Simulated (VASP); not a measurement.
CaF2, 3 atoms in the cell. It takes space group Fm-3m (No. 225, cubic). Conventional cell: a = 5.516 Å, b = 5.516 Å, c = 5.516 Å, α = 90.00°, β = 90.00°, γ = 90.00°. Ca (site symmetry m-3m) is surrounded by 8 F at 2.39 Å. Around F (site symmetry -43m) lie 4 Ca at 2.39 Å. The cell comes from a database or a generator and needn't be the stable form of this composition.

```yaml
Program: VASP 6.6.1
Task: relaxation of cell and atoms
Functional: PBE
Potentials_or_basis: VASP PAW PBE potentials, release 64 (Ca_sv, F)
Cutoff: 600 eV
k_mesh: 9 × 9 × 9
Occupations: gaussian, width 0.02 eV
Spin: no spin polarisation
Further_INCAR_settings: ALGO = Fast; EDIFF = 1e-06; IBRION = 2; EDIFFG = -0.005; NSW = 80; ISIF = 3
```

Potentials or basis: VASP PAW PBE potentials, release 64 (Ca_sv, F).

Run with:

```console
$ cat potpaw_PBE.64/Ca_sv/POTCAR potpaw_PBE.64/F/POTCAR > POTCAR
$ mpirun -np 2 vasp_std > vasp.out
```

Hardware: 2 MPI ranks on Intel(R) Xeon(R) Platinum 8375C CPU @ 2.90GHz (Ice Lake), on a shared host.

Q: Estimate the wall time of this run.

A: Run time: 23 s on 2 MPI ranks on Intel(R) Xeon(R) Platinum 8375C CPU @ 2.90GHz (Ice Lake) (shared host), peak memory 0.19 GiB a rank. Counts: scf iterations 28, k points 35, ion steps 2.
